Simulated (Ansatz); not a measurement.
## Density of states of MoS2

```cif
data_structure
_symmetry_space_group_name_H-M 'R3m:H'
_symmetry_Int_Tables_number 160
_cell_length_a 3.1630
_cell_length_b 3.1630
_cell_length_c 18.3700
_cell_angle_alpha 90.000
_cell_angle_beta 90.000
_cell_angle_gamma 120.000
_cell_volume 159.16
loop_
_atom_site_label
_atom_site_type_symbol
_atom_site_symmetry_multiplicity
_atom_site_Wyckoff_symbol
_atom_site_fract_x
_atom_site_fract_y
_atom_site_fract_z
_atom_site_occupancy
Mo1 Mo 3 a 0.00000 0.00000 0.00000 1
S1 S 3 a 0.66667 0.33333 0.08173 1
S2 S 3 a 0.33333 0.66667 0.25157 1
```

The runs use the primitive cell with vectors (1.582, 0.913, 6.123), (-1.582, 0.913, 6.123), (0.000, -1.826, 6.123) Å, to which the k mesh refers.

The geometry is COD entry 9007661, unchecked; take it as a test cell.

These are results of Ansatz 0.2.0, DFT, PBEsol, all-electron LAPW, scalar-relativistic, not measurements.

Numerical set-up: a Γ-centred 13×13×13 k mesh, Fermi–Dirac smearing of 0.05 eV, basis error target 0.5 meV/atom, no spin polarisation.

States per eV and cell, averaged over 0.4 eV, from -7.3 to 4.5 eV, with energies (bin centres) from the valence-band top; empty bins are left out. The partial columns, the largest 3 alone, are projections on Löwdin-orthogonalised atomic shells (those that the program's projection atoms carry: the occupied ones and, for some elements, an empty d or f shell; other empty shells have no column), summed over atoms of an element. Weights on diffuse s and p shells depend on that basis and aren't pure angular character.

```tsv
E (eV)	total	S 3p	Mo 4d	S 3s
-7.2	0.07	0.04	0.02	0.00
-6.8	1.45	0.92	0.38	0.05
-6.4	3.06	1.80	1.07	0.05
-6.0	2.28	1.43	0.71	0.05
-5.6	0.96	0.66	0.25	0.03
-5.2	2.06	1.26	0.58	0.12
-4.8	3.38	1.98	0.94	0.26
-4.4	2.82	1.67	1.02	0.08
-4.0	3.04	1.90	1.03	0.06
-3.6	1.76	0.96	0.74	0.02
-3.2	2.06	1.20	0.78	0.01
-2.8	2.37	1.63	0.62	0.07
-2.4	2.68	2.17	0.37	0.08
-2.0	1.71	1.28	0.35	0.03
-1.6	3.48	1.27	2.02	0.06
-1.2	1.32	0.46	0.80	0.02
-0.8	0.31	0.14	0.15	0.01
-0.4	0.16	0.07	0.08	0.01
0.0	0.03	0.01	0.01	0.00
0.8	0.33	0.06	0.25	0.00
1.2	2.92	0.76	2.00	0.04
1.6	3.56	1.15	2.16	0.08
2.0	3.84	1.41	2.14	0.09
2.4	2.49	1.01	1.22	0.08
2.8	2.15	0.84	1.03	0.08
3.2	1.11	0.49	0.49	0.04
3.6	2.18	1.03	0.95	0.07
4.0	1.38	0.53	0.65	0.11
4.4	0.04	0.01	0.02	0.00
```
